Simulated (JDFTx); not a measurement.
Input of a JDFTx 1.7.0 (patched build) run:

The input GaN.in:

```
lattice \
    6.0093290763    -3.0046645382     0.0000000000 \
    0.0000000000     5.2042316397     0.0000000000 \
    0.0000000000     0.0000000000     9.7623251598
coords-type Lattice
ion Ga     0.6666666667     0.3333333333     0.5000000000 1
ion Ga     0.3333333333     0.6666666667     0.0000000000 1
ion N      0.6666666667     0.3333333333     0.8750000000 1
ion N      0.3333333333     0.6666666667     0.3750000000 1

ion-species pseudo/Ga.upf
ion-species pseudo/N.upf
elec-cutoff 42 336
elec-ex-corr gga-PBEsol
kpoint-folding 10 10 5
elec-smearing Fermi 0.0018374661
elec-n-bands 25
electronic-SCF nIterations 100 energyDiffThreshold 1e-09
electronic-minimize nIterations 30 energyDiffThreshold 1e-7
converge-empty-states yes
forces-output-coords Cartesian

dump-name run.$VAR
dump End Ecomponents EigStats BandEigs Kpoints Forces Stress ElecDensity Dtot KEdensity
```

Potentials or basis: PseudoDojo-SR-PBEsol-0.4.1-standard with smoothed tails.

Run with:

```bash
$ jdftx -c 1 -i GaN.in -o GaN.out
```

Problem. Estimate the band gap on the k mesh.

Solution. 1.95 eV, direct.

Problem. Estimate the pressure.

Solution. 1.2 GPa.

Forces in eV/Å, atoms in the order of the input:
```
Ga   0.000  0.000 -0.133
Ga   0.000  0.000 -0.133
N    0.000  0.000  0.133
N    0.000  0.000  0.133
```

**The experiment to reproduce.**

From “Studying electronic properties in GaN without electrical contacts using γ-γ vs e−-γ Perturbed Angular Correlations”, 2019, pmc:6823545, for a bulk crystal of GaN: band gap 3.503 ± 0.005 eV (direct).

Against the measured gap of GaN, 3.503 eV (direct; quoted in “Studying electronic properties in GaN without electrical contacts using γ-γ vs e−-γ Perturbed Angular Correlations”, 2019, pmc:6823545), the calculated 1.95 eV is off by -1.55 eV. Spin-orbit coupling on Ga is left out. The value is that of PBEsol, without temperature or zero-point motion. Semilocal functionals fall short of measured gaps as a rule.
